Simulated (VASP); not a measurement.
Set up this calculation in VASP 6.6.1, as the native input.

| Property | Result |
| --- | --- |
| Task | relaxation of cell and atoms |
| Functional | PBEsol |
| Potentials or basis | VASP PAW PBE potentials, release 64 (Mg, Sn_d) |
| Cutoff | 600 eV |
| k mesh | 4 × 4 × 4 |
| Occupations | gaussian, width 0.1 eV |
| Spin | no spin polarisation |
| Further INCAR settings | ALGO = Normal; EDIFF = 1e-07; IBRION = 2; EDIFFG = -0.005; NSW = 90; ISIF = 3 |

The structure of Mg2Sn lies in POSCAR:

```
Mg2Sn
1.0
    0.0000000000      3.3801536900      3.3801536900
    3.3801536900      0.0000000000      3.3801536900
    3.3801536900      3.3801536900      0.0000000000
Mg Sn
2 1
Direct
    0.2500000000      0.2500000000      0.2500000000
    0.7500000000      0.7500000000      0.7500000000
    0.0000000000      0.0000000000      0.0000000000
```

The cell is a database's computed one.

These files were run (other wordings do the same):

INCAR

```
  ALGO = Normal
  EDIFF = 1E-7
  EDIFFG = -0.005
  ENCUT = 600
  GGA = PS
  IBRION = 2
  ISIF = 3
  ISMEAR = 0
  LASPH = T
  LCHARG = F
  LREAL = F
  LWAVE = F
  NELM = 100
  NSW = 90
  PREC = Accurate
  SIGMA = 0.1
```

KPOINTS

```
k-points
0
Gamma
  4 4 4
```

Potentials or basis: VASP PAW PBE potentials, release 64 (Mg, Sn_d).

The run is started by

```bash
$ cat potpaw_PBE.64/Mg/POTCAR potpaw_PBE.64/Sn_d/POTCAR > POTCAR
$ mpirun -np 1 vasp_std > vasp.out
```

Results of the run:

| Item | Value |
| --- | --- |
| Relaxed volume | 25.58 Å³/atom |
| Relaxed cell | a = 4.770 Å, b = 4.770 Å, c = 4.770 Å, α = 60.00°, β = 60.00°, γ = 60.00° |
| Space group after relaxing (to 0.05 Å) | Fm-3m (No. 225) |
| Energy gained by relaxing | 0.2 meV/atom |
| Ionic steps | 3 |
| Pressure after relaxing | 0.0 GPa |
| Band gap on the k mesh | none (metal or under the smearing width) |

Caveat: the k mesh is coarse (spacing up to 0.40 Å⁻¹), so the values aren't converged; the PAW data sets were made with another functional, which shifts forces and pressure a little; this crystal is a semiconductor, whose small gap the functional closes, so the metal is an error of the method.

It took 27 s on 1 thread of AMD EPYC 9R14 (Zen 4), on a shared host, peak memory 0.2 GiB.
